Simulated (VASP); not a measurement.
# TiO2 (P4_2/mnm) in VASP: relaxation of cell and atoms with optB86b-vdW

Aim: the relaxation of cell and atoms of TiO2 with optB86b-vdW.

Program: VASP 6.6.1. These are calculated values, not measurements. Logs are shortened: lines on timing, memory, paths and dates and some standing lists are left out, and cuts for length are marked.

## 1. The structure

It takes space group P4_2/mnm (No. 136, tetragonal). Conventional cell: a = 4.600 Å, b = 4.600 Å, c = 2.959 Å, α = 90.00°, β = 90.00°, γ = 90.00°. Ti (site symmetry mmm) is surrounded by 6 O at 1.95 to 1.98 Å. Around O (site symmetry m2m) lie 3 Ti at 1.95 to 1.98 Å.

The cell is a database's computed one.

## 2. Relaxation of cell and atoms, optB86b-vdW

Contents of INCAR:

```
PREC     = Accurate       # precision mode
ENCUT    = 600            # plane-wave cutoff, eV
EDIFF    = 1E-7           # SCF threshold, eV
ISMEAR   = -1             # smearing method
SIGMA    = 0.05           # smearing width, eV
LREAL    = F              # projectors in reciprocal space
LASPH    = T              # aspherical terms in the spheres
NELM     = 80             # most SCF steps
ALGO     = Normal         # electronic algorithm
ISIF     = 3              # what is computed and relaxed
LWAVE    = F              # write WAVECAR
LCHARG   = F              # write CHGCAR
GGA      = MK             # functional
LUSE_VDW = T            
AGGAC    = 0.0          
PARAM1   = 0.1234       
PARAM2   = 1.0          
IBRION   = 2              # ionic algorithm
NSW      = 60             # ionic steps
EDIFFG   = -0.005         # ionic threshold
```

Contents of KPOINTS:

```
Automatic mesh
0
Gamma
  6 6 9
```

Contents of POSCAR:

```
TiO2
1.0
    4.5998373239      0.0000000000      0.0000000000
    0.0000000000      4.5998373239      0.0000000000
    0.0000000000      0.0000000000      2.9592135600
Ti O
2 4
Direct
    0.0000000000      0.0000000000      0.5000000000
    0.5000000000      0.5000000000      0.0000000000
    0.3043213200      0.3043213200      0.5000000000
    0.1956786800      0.8043213200      0.0000000000
    0.8043213200      0.1956786800      0.0000000000
    0.6956786800      0.6956786800      0.5000000000
```

Potentials or basis: VASP PAW PBE potentials, release 64 (Ti_sv, O).

The run is started by

```console
$ cat potpaw_PBE.64/Ti_sv/POTCAR potpaw_PBE.64/O/POTCAR > POTCAR
$ mpirun -np 1 vasp_std > vasp.out
```

OUTCAR:

```text
PREC = Accurate
   ENCUT = 600
   EDIFF = 1E-7
   ISMEAR = -1
   LREAL = F
   LASPH = T
   NELM = 80
   ISIF = 3
   GGA = MK
   IBRION = 2
   NSW = 60
   EDIFFG = -0.005

 ion  position               nearest neighbor table
   1  0.000  0.000  0.500-   4 1.95   5 1.95   4 1.95   5 1.95   3 1.98   6 1.98
   2  0.500  0.500  0.000-   3 1.95   6 1.95   3 1.95   6 1.95   5 1.98   4 1.98
   3  0.304  0.304  0.500-   2 1.95   2 1.95   1 1.98
   4  0.196  0.804  0.000-   1 1.95   1 1.95   2 1.98
   5  0.804  0.196  0.000-   1 1.95   1 1.95   2 1.98
   6  0.696  0.696  0.500-   2 1.95   2 1.95   1 1.98

  LATTYP: Found a simple tetragonal cell.
 ALAT       =     4.5998373239
 C/A-ratio  =     0.6433300466

  Lattice vectors:

 A1 = (   4.5998373239,   0.0000000000,   0.0000000000)
 A2 = (   0.0000000000,   4.5998373239,   0.0000000000)
 A3 = (   0.0000000000,   0.0000000000,   2.9592135600)

Analysis of symmetry for initial positions (statically):
=====================================================================
 Subroutine PRICEL returns:
 Original cell was already a primitive cell.

 Routine SETGRP: Setting up the symmetry group for a
 simple tetragonal supercell.

 Subroutine GETGRP returns: Found 16 space group operations
 (whereof  8 operations were pure point group operations)
 out of a pool of 16 trial point group operations.

The static configuration has the point symmetry D_2h.
 The point group associated with its full space group is D_4h.

Analysis of symmetry for dynamics (positions and initial velocities):
=====================================================================
 Subroutine PRICEL returns:
 Original cell was already a primitive cell.

 Routine SETGRP: Setting up the symmetry group for a
 simple tetragonal supercell.

 Subroutine GETGRP returns: Found 16 space group operations
 (whereof  8 operations were pure point group operations)
 out of a pool of 16 trial point group operations.

The dynamic configuration has the point symmetry D_2h.
 The point group associated with its full space group is D_4h.

 Subroutine INISYM returns: Found 16 space group operations
 (whereof  8 operations are pure point group operations),
 and found     1 'primitive' translations

----------------------------------------------------------------------------------------

                                     Primitive cell

  volume of cell :      62.6125

  direct lattice vectors                    reciprocal lattice vectors
     4.599837324  0.000000000  0.000000000     0.217398993  0.000000000  0.000000000
     0.000000000  4.599837324  0.000000000     0.000000000  0.217398993  0.000000000
     0.000000000  0.000000000  2.959213560     0.000000000  0.000000000  0.337927622

  length of vectors
     4.599837324  4.599837324  2.959213560     0.217398993  0.217398993  0.337927622

  position of ions in fractional coordinates (direct lattice)
     0.000000000  0.000000000  0.500000000
     0.500000000  0.500000000  0.000000000
     0.304321320  0.304321320  0.500000000
     0.195678680  0.804321320  0.000000000
     0.804321320  0.195678680  0.000000000
     0.695678680  0.695678680  0.500000000

  ion indices of the primitive-cell ions
   primitive index   ion index
                 1           1
                 2           2
                 3           3
                 4           4
                 5           5
                 6           6

----------------------------------------------------------------------------------------

 KPOINTS: Automatic mesh

Automatic generation of k-mesh.
 Grid dimensions read from file:
 generate k-points for:    6    6    9

 Generating k-lattice:

  Cartesian coordinates                     Fractional coordinates (reciprocal lattice)
     0.036233165  0.000000000  0.000000000     0.166666667  0.000000000  0.000000000
     0.000000000  0.036233165  0.000000000     0.000000000  0.166666667  0.000000000
     0.000000000  0.000000000  0.037547514     0.000000000  0.000000000  0.111111111

  Length of vectors
     0.036233165  0.036233165  0.037547514

  Shift w.r.t. Gamma in fractional coordinates (k-lattice)
     0.000000000  0.000000000  0.000000000

 Subroutine IBZKPT returns following result:
 ===========================================

 Found     50 irreducible k-points:

 Following reciprocal coordinates:
            Coordinates               Weight
  0.000000  0.000000  0.000000      1.000000
  0.166667  0.000000  0.000000      4.000000
  0.333333  0.000000  0.000000      4.000000
  0.500000  0.000000  0.000000      2.000000
  0.166667  0.166667  0.000000      4.000000
  0.333333  0.166667  0.000000      8.000000
[... 16 lines left out ...]
  0.333333  0.000000  0.222222      8.000000
  0.500000  0.000000  0.222222      4.000000
 [... further k-points ...]
   k-points           NKPTS =     50   k-points in BZ     NKDIM =     50   number of bands    NBANDS=     28
   number of dos      NEDOS =    301   number of ions     NIONS =      6
   total plane-waves  NPLWV =  38400
   dimension x,y,z NGX =    40 NGY =   40 NGZ =   24
   dimension x,y,z NGXF=    80 NGYF=   80 NGZF=   48
   ions per type =               2   4
   NGX,Y,Z   is equivalent  to a cutoff of  14.46, 14.46, 13.48 a.u.
   NGXF,Y,Z  is equivalent  to a cutoff of  28.91, 28.91, 26.97 a.u.
 SYSTEM =  unknown system
   PREC   = accura    normal or accurate (medium, high low for compatibility)
   ISTART =      0    job   : 0-new  1-cont  2-samecut
   ICHARG =      2    charge: 1-file 2-atom 10-const
   ISPIN  =      1    spin polarized calculation?
   LNONCOLLINEAR =      F non collinear calculations
   LSORBIT =      F    spin-orbit coupling
   LASPH  =      T    aspherical Exc in radial PAW
   ENCUT  =  600.0 eV  44.10 Ry    6.64 a.u.   9.19  9.19  5.91*2*pi/ulx,y,z
   NELM   =     80;   NELMIN=  2; NELMDL= -5     # of ELM steps
   EDIFF  = 0.1E-06   stopping-criterion for ELM
   LREAL  =      F    real-space projection
   EDIFFG = -.5E-02   stopping-criterion for IOM
   NSW    =     60    number of steps for IOM
   IBRION =      2    ionic relax: 0-MD 1-quasi-New 2-CG
   NFREE  =      1    steps in history (QN), initial steepest desc. (CG)
   ISIF   =      3    stress and relaxation
   ISYM   =      2    0-nonsym 1-usesym 2-fastsym
   POTIM  = 0.5000    time-step for ionic-motion
   TEBEG  =    0.0;   TEEND  =   0.0 temperature during run
   PSTRESS=    0.0 pullay stress
   NELECT =      48.0000    total number of electrons
   NUPDOWN=      -1.0000    fix difference up-down
   EMIN   =  10.00;   EMAX   =-10.00  energy-range for DOS
   EFERMI =   0.00;   METHOD = LEGACY
   ISMEAR =    -1;   SIGMA  =   0.05  broadening in eV -4-tet -1-fermi 0-gaus
   EFERMI_NEDOS =   21; number of points for ismear=-14 and -15
   IALGO  =     38    algorithm
   IMIX   =      4    mixing-type and parameters
     AMIX     =   0.40;   BMIX     =  1.00
     AMIX_MAG =   1.60;   BMIX_MAG =  1.00
  volume/ion in A,a.u.               =      10.44        70.42
  Fermi-wavevector in a.u.,A,eV,Ry     =   1.498309  2.831394 30.544140  2.244931
  Thomas-Fermi vector in A             =   2.610085
   LORBIT       =      0    0 simple, 1 ext, 2 COOP (PROOUT), +10 PAW based schemes
   GGA     = MK    functional components
   LHFCALC =     F    Hartree Fock is set to
   AEXX    =    0.0000 exact exchange contribution
   IVDW_NL    =     1    kernel type
   BPARAM     = 6.3000
   IVDW    =     0    specifies the selected vdW correction
   LEPSILON=     F    determine dielectric tensor
   LRPA    =     F    only Hartree local field effects (RPA)
 conjugate gradient relaxation of ions
 non-spin polarized calculation
  energy-cutoff  :      600.00
  volume of cell :       62.61
 maximum number of plane-waves:      2112
 NGX is ok and might be reduce to    40
   NGX = 19   NGY = 19   NGZ = 11

--------------------------------------- Ionic step        1  -------------------------------------------

 number of electron      47.9999988 magnetization

 Free energy of the ion-electron system (eV)
  ---------------------------------------------------
  ext. energy  EPLUGINS =         0.00000000
  ---------------------------------------------------
  free energy    TOTEN  =       -42.30691009 eV

  energy without entropy =      -42.30691009  energy(sigma->0) =      -42.30691009

------------------------ aborting loop because EDIFF is reached ----------------------------------------

  FORCE on cell =-STRESS in cart. coord.  units (eV):
  Direction    XX          YY          ZZ          XY          YZ          ZX
  --------------------------------------------------------------------------------------
  -------------------------------------------------------------------------------------
  Total        0.5031064      0.5031064      0.3546108      0.0000000      0.0000000      0.0000000
  in kB       12.8738722     12.8738722      9.0740518      0.0000000      0.0000000      0.0000000
  external PRESSURE =      11.6072654 kB  Pullay stress =       0.0000000 kB

 VOLUME and BASIS-vectors are now :
 -----------------------------------------------------------------------------
  energy-cutoff  :      600.00
  volume of cell :       62.61
      direct lattice vectors                 reciprocal lattice vectors
     4.599837324  0.000000000  0.000000000     0.217398993  0.000000000  0.000000000
     0.000000000  4.599837324  0.000000000     0.000000000  0.217398993  0.000000000
     0.000000000  0.000000000  2.959213560     0.000000000  0.000000000  0.337927622
[... 138 lines left out ...]
  FREE ENERGIE OF THE ION-ELECTRON SYSTEM (eV)
  ---------------------------------------------------
  free  energy   TOTEN  =       -42.3082486846 eV

  energy  without entropy=      -42.3082486839  energy(sigma->0) =      -42.30824868

Total vdW correction in eV:      8.6813432

--------------------------------------- Ionic step        5  -------------------------------------------

 number of electron      47.9999986 magnetization

 Free energy of the ion-electron system (eV)
  ---------------------------------------------------
  ext. energy  EPLUGINS =         0.00000000
  ---------------------------------------------------
  free energy    TOTEN  =       -42.30825696 eV

  energy without entropy =      -42.30825696  energy(sigma->0) =      -42.30825696

 E-fermi :   5.5194     XC(G=0): -11.5208

 val. band max:        4.6330282791   @ k =   0.0000   0.0000   0.0000
 cond. band min:       6.4460679104   @ k =   0.0000   0.0000   0.0000
 fundamental gap:      1.8130396313
 Fermi energy:         5.5194446884

 k-point     1 :       0.0000    0.0000    0.0000
  band No.  band energies     occupation
      1     -52.1549      2.00000
      2     -52.1383      2.00000
      3     -28.5621      2.00000
      4     -28.5621      2.00000
      5     -28.4036      2.00000
      6     -28.4036      2.00000
[... 20 lines left out ...]
     27       6.9803      0.00000
[... 691 lines left out ...]
      6     -28.4655      2.00000
[... 20 lines left out ...]
     27       7.7278      0.00000
     28       7.7278      0.00000

 [... further k-points ...]

------------------------ aborting loop because EDIFF is reached ----------------------------------------

  FORCE on cell =-STRESS in cart. coord.  units (eV):
  Direction    XX          YY          ZZ          XY          YZ          ZX
  --------------------------------------------------------------------------------------
  -------------------------------------------------------------------------------------
  Total        0.0053031      0.0053031     -0.0065713     -0.0000000      0.0000000      0.0000000
  in kB        0.1350099      0.1350099     -0.1672979     -0.0000000      0.0000000      0.0000000
  external PRESSURE =       0.0342406 kB  Pullay stress =       0.0000000 kB

 VOLUME and BASIS-vectors are now :
 -----------------------------------------------------------------------------
  energy-cutoff  :      600.00
  volume of cell :       62.93
      direct lattice vectors                 reciprocal lattice vectors
     4.611502898 -0.000000000  0.000000000     0.216849045 -0.000000000  0.000000000
     0.000000000  4.611502898  0.000000000     0.000000000  0.216849045  0.000000000
     0.000000000  0.000000000  2.959284647     0.000000000  0.000000000  0.337919504

 POSITION                                       TOTAL-FORCE (eV/Angst)
 -----------------------------------------------------------------------------------
      0.00000      0.00000      1.47964        -0.000000      0.000000     -0.000000
      2.30575      2.30575      0.00000        -0.000000      0.000000     -0.000000
      1.40277      1.40277      1.47964         0.000650      0.000650     -0.000000
      0.90298      3.70852      0.00000        -0.000650      0.000650     -0.000000
      3.70852      0.90298      0.00000         0.000650     -0.000650      0.000000
      3.20873      3.20873      1.47964        -0.000650     -0.000650      0.000000
 -----------------------------------------------------------------------------------
    total drift:                               -0.000000     -0.000000     -0.000000

  FREE ENERGIE OF THE ION-ELECTRON SYSTEM (eV)
  ---------------------------------------------------
  free  energy   TOTEN  =       -42.3082569607 eV

  energy  without entropy=      -42.3082569599  energy(sigma->0) =      -42.30825696

Total vdW correction in eV:      8.6814346

 reached required accuracy - stopping structural energy minimisation
```

It took 7.1 min on 1 thread of Intel Xeon Platinum 8559C (Emerald Rapids), shared host; peak memory 0.47 GiB.

Results:

| Quantity | Value |
| --- | --- |
| Free energy | -42.3083 eV |
| Relaxed volume | 10.49 Å³/atom |
| Relaxed cell | a = 4.612 Å, b = 4.612 Å, c = 2.959 Å, α = 90.00°, β = 90.00°, γ = 90.00° |
| Space group after relaxing (to 0.05 Å) | P4_2/mnm (No. 136) |
| Energy gained by relaxing | 0.2 meV/atom |
| Ionic steps | 5 |
| Pressure after relaxing | 0.0 GPa |
| Band gap on the k mesh | 1.81 eV, direct |

Step by step:
| step | energy change (eV) | largest force (eV/Å) | pressure (GPa) | volume (Å³) |
| --- | --- | --- | --- | --- |
| 1 | 0.0000 | 0.0386 | 1.16 | 62.61 |
| 2 | 0.0006 | 0.0491 | -1.46 | 63.30 |
| 3 | -0.0012 | 0.0013 | -0.03 | 62.92 |
| 4 | -0.0013 | 0.0010 | 0.00 | 62.93 |
| 5 | -0.0013 | 0.0009 | 0.00 | 62.93 |

Final structure:
```cif
data_structure
_symmetry_space_group_name_H-M 'P 1'
_symmetry_Int_Tables_number 1
_cell_length_a 4.6115
_cell_length_b 4.6115
_cell_length_c 2.9593
_cell_angle_alpha 90.000
_cell_angle_beta 90.000
_cell_angle_gamma 90.000
_cell_volume 62.93
loop_
_atom_site_label
_atom_site_type_symbol
_atom_site_fract_x
_atom_site_fract_y
_atom_site_fract_z
_atom_site_occupancy
Ti1 Ti 0.00000 0.00000 0.50000 1
Ti2 Ti 0.50000 0.50000 0.00000 1
O1 O 0.30419 0.30419 0.50000 1
O2 O 0.19581 0.80419 0.00000 1
O3 O 0.80419 0.19581 0.00000 1
O4 O 0.69581 0.69581 0.50000 1
```

Caveat: the PAW data sets were made with another functional, which shifts forces and pressure a little; an odd mesh through Γ misses points on the zone boundary, where band edges often lie.

## 3. For comparison

An earlier run on the cell as given: functional PBEsol; potentials or basis VASP PAW PBE potentials, release 64 (Ti_sv, O); cutoff 520 eV; k mesh 6 × 6 × 9; occupations fermi-dirac, width 0.05 eV; no spin polarisation.

- Pressure: -2.1 GPa
- Largest force: 0.047 eV/Å
- Band gap on the k mesh: 1.80 eV, direct
